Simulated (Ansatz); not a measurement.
The reference is GeO2 in the rutile structure (space group P4_2/mnm, No. 136; a = 4.4875 Å, c = 2.9050 Å).

Computed with plane-wave PAW DFT at the PBE level (Ansatz, a first-principles code, 420 eV), no SOC.

One change was made to it. Results:

The valence-band top at Γ (three highest levels, from the VBM) goes from 0.00, -0.79, -0.79 eV to 0.00, -0.81, -0.81 eV; the density grows by 0.21 g/cm³ (5.94 g/cm³ → 6.15 g/cm³).

Which change produced these results?
(A) pressure 3 GPa
(B) pressure 7.5 GPa
(C) pressure −2 GPa
(D) pressure 0.3 GPa

B, pressure 7.5 GPa. For comparison, the valence-band top at Γ in the other runs: pressure 3 GPa gives 0.00, -0.80, -0.80 eV; pressure 0.3 GPa gives 0.00, -0.79, -0.79 eV; pressure −2 GPa gives 0.00, -0.78, -0.78 eV.

The levels and masses belong to the bands next to the band gap. Load acts through the strain it causes; cell and atoms are relaxed under it. Stability against distortions was not tested. No other phases were tried under pressure.
